**Examination question: the bulk modulus of Bi₂Te₃ under three methods**

Bi₂Te₃ (space group R-3m, 5-atom cell) in Kohn-Sham DFT with GGA functionals, computed with Ansatz without spin polarization or spin-orbit coupling. All runs use a 7×7×7 k mesh and Fermi-Dirac smearing of 0.05 eV. Bulk moduli come from equations of state over seven volumes of the static lattice; the basis is given as the plane-wave cutoff.

| method | potentials | basis | bulk modulus (GPa) | rough processor time (s) |
| --- | --- | --- | --- | --- |
| PBE | PseudoDojo standard | 1120 eV | 46.80 | 1000 |
| PBE | JTH PAW | 1800 eV | 47.00 | 2000 |
| PBE | SPMS NC | 680.285 eV | 46.80 | 100 |
| PBEsol | Ansatz PAW | 420 eV | 53.40 | 100 |
| PBEsol-D4 | Ansatz PAW | 420 eV | 56.90 | 300 |

The bulk modulus $B=-V\,dP/dV$ ($P$ pressure, $V$ volume per atom) is listed at each method's own minimum $V_0$, where it is called $B_0$. The basis column is the plane-wave cutoff. The given cell was scaled uniformly and not relaxed.

(a) Which digits can be trusted? (b) Why do the methods differ? (c) Does a higher $B_0$ mean stiffer bonds? (d) Derive how an added inward pressure changes $B_0$. (e) Does this account for the D4 row? (f) What does processor time buy? (g) What would change in a series of relaxed cells?

**Model answer**

(a) The three PBE rows share the functional and differ in potentials and cutoff. Their spread of 0.2 GPa is potential and basis error, so the tenths digit carries no physics when rows with different potentials are compared. The step to PBEsol, 6.4 to 6.6 GPa, is far outside that spread, although the potentials and the cutoff change together with the functional. The dispersion correction D4 adds about 3.4 GPa with all else fixed (3.5 if the rounded table values are subtracted).

(b) The same runs place $V_0$ at 35.12 to 35.21 Å³/atom for PBE, at 33.48 for PBEsol and at 32.70 for PBEsol-D4, so from method to method the smaller cell has the larger modulus. Squeezing a crystal stiffens it, because the repulsion between overlapping electron shells steepens as the atoms approach. The causes of the contraction are standard theory. Gradient corrections lower the energy of inhomogeneous densities and so favour expansion, and PBEsol weakens them. D4 adds an attraction between all atoms, which pulls inward.

(c) It does not. Birch-Murnaghan curves fitted by least squares to each run's seven pressures give, at the common volume 33.87 Å³/atom, $B$ of 55.1 to 55.7 GPa for PBE, near 51 for PBEsol and near 48 for PBEsol-D4. The order is reversed. At that volume the PBE crystal is compressed while the other two are stretched, but if the methods differed only by a constant pressure, this would make the moduli equal and no more. The reversal shows that the extra inward pull of PBEsol and D4 weakens as the cell grows, which takes stiffness away, as (d) derives.

(d) Let a change of method add an inward pressure $\Delta P=-aV^{-m}$ with $a>0$. The new minimum $V_0'$ lies where the old curve pushes back equally, $P_{\rm old}=-\Delta P$. The added term contributes $-V\,d\Delta P/dV=m\,\Delta P$ to $B$, which is negative, so

$$B_0'=B_{\rm old}(V_0')-m\,P_{\rm old}(V_0').$$

For a small shift, $B_{\rm old}\approx B_0+B'P_{\rm old}$ with $B'=dB/dP$, and $P_{\rm old}\approx-B_0\,\delta\ln V_0$. Hence $B_0\propto V_0^{-(B'-m)}$.

Two limits bracket the result. A pull independent of volume ($m=0$) merely squeezes the old curve and gives the full exponent $B'$, about 4.6 in all five runs. A pull with $m=B'$ shrinks the cell and leaves $B_0$ unchanged. A straight-line fit of $\ln B_0$ against $\ln V_0$ over the five rows gives 2.7, matching the $m$ of 1.8 to 1.95 that log-log fits of the pressure differences between runs yield. Along the trend of these five rows, a cell smaller by one percent thus goes with a $B_0$ higher by nearly three percent.

(e) An undamped $-C_6/r^6$ sum under uniform scaling ($r\propto V^{1/3}$) gives an energy $\propto -V^{-k}$ with $k=2$, and $m=k+1=3$. A log-log fit to the energy difference of the two runs over the seven volumes gives $k=0.93$. The PBEsol curve, squeezed to the D4 minimum, carries 1.33 GPa and has stiffened by 6.0 GPa, so

$$B_0'=(53.4+6.0)-1.93\times1.33=59.4-2.6\approx56.8\ \text{to}\ 56.9\ \text{GPa}.$$

The table has 56.9 GPa, which the estimate meets within rounding. The limit $m=0$ overshoots the table by about 2.5 GPa and $m=3$ falls 1.4 GPa short. Damping offers a reason for the small $k$: a term $-C_6/(r^6+R^6)$, with damping radius $R$, scales as $V^{-2}$ for distant pairs and goes flat for close ones. That this accounts for the fitted value is untested here.

(f) Within PBE the rough time varies by a factor of 20 with no meaningful change in $B_0$. The number of plane waves grows as the cutoff to the power 3/2, about fourfold from the SPMS to the JTH row, which can account for part of that range. The rest is left open, since times from shared machines give a rough size alone. They are also too coarse to price D4 from the last two rows.

(g) Bi₂Te₃ is layered, with soft gaps between strongly bonded slabs. Uniform scaling forces the stiff bonds to shorten by the same fraction as the gaps, whereas a cell relaxed at each volume lets the gaps take up a larger share of the compression. Such a series should generally lie lower, since extra freedom reduces the energy cost of a squeeze, and the exponent found here need not carry over to it. The listed values describe uniform scaling and are not hydrostatic moduli.

**Remarks on the reasoning**

The agreement in (e) is largely a consistency result. The tabulated modulus was not a target of the fit, but $k$ and $V_0'$ come from the D4 run itself. The real finding is a value of $m$ well away from both 0 and 3. The reversal at equal volume shows only that $m$ is positive.

The power law rests on three clusters of points, and no argument given here requires the two steps to share one $m$. Among the PBE rows it misses the table by up to 0.18 GPa, more than the rounding of 0.05 GPa. An all-electron run of the program FLEUR with the WC functional, a close relative of PBEsol, was outside the fit and gave 53.8 GPa. That value supports the PBEsol row, yet the law falls 0.8 GPa below it.

An answer that calls the stiffest row the best loses marks. The equilibrium volume lies about 4 % above that of the given cell with PBE, and 1 % and 3 % below it with PBEsol and PBEsol-D4, but the table holds no measured modulus to rank the rows by. PBE is known to make most solids of heavy elements too large, which usually goes with too low a modulus. PBE and PBEsol also lack the long-range dispersion that helps to hold the slabs of this crystal together. Spin-orbit coupling, strong in bismuth, was switched off, and the lattice is static. These omissions and the fixed cell shape must be weighed before any functional is blamed.
